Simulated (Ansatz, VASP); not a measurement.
One calculation of GaAs, two programs

The input INCAR:

```
ALGO = Normal
EDIFF = 1E-6
ENCUT = 520
GGA = PE
ISIF = 2
ISMEAR = 0
LASPH = True
LCHARG = False
LREAL = False
LWAVE = False
NBANDS = 16
NELM = 80
PREC = Accurate
SIGMA = 0.01
```

KPOINTS

```
k-points
0
Gamma
  6 6 6
```

POSCAR

```
GaAs
1.0
    0.0000000000      2.8268500000      2.8268500000
    2.8268500000      0.0000000000      2.8268500000
    2.8268500000      2.8268500000      0.0000000000
Ga As
1 1
Direct
    0.0000000000      0.0000000000      0.0000000000
    0.2500000000      0.2500000000      0.2500000000
```

Input for Ansatz:

```yaml
crystal:
  lattice:
    - [0.0, 2.82685, 2.82685]
    - [2.82685, 0.0, 2.82685]
    - [2.82685, 2.82685, 0.0]
  atoms:
    - { symbol: Ga, position: [0.0, 0.0, 0.0] }
    - { symbol: As, position: [0.25, 0.25, 0.25] }
basis:
  ecutwfc: 500.0
kpoints:
  mp_grid:
    grid: [6, 6, 6]
hamiltonian:
  xc: pbe
  pseudopotentials:
    kind: paw
scf:
  occupations:
    method: fixed
output:
  stress: true
```

Alike in both runs: task single point; functional PBE; k mesh 6 × 6 × 6; no spin polarisation.

|  | VASP | Ansatz |
| --- | --- | --- |
| version | VASP 6.6.1 | Ansatz 0.2.0 |
| potentials or method | VASP PAW PBE potentials, release 64 (Ga_d, As) | plane waves, PAW |
| plane-wave cutoff (eV) | 520 | 500 |
| occupations | gaussian, width 0.01 eV | fixed |
| valence electrons in the cell | 18 | 28 |

Ansatz gave:

- pressure (GPa): 3.3

Q: Estimate VASP's values.

A: Pressure (GPa): 3.4.

The two sets of potentials don't hold the same shells in valence.

A k mesh can miss the band edges.
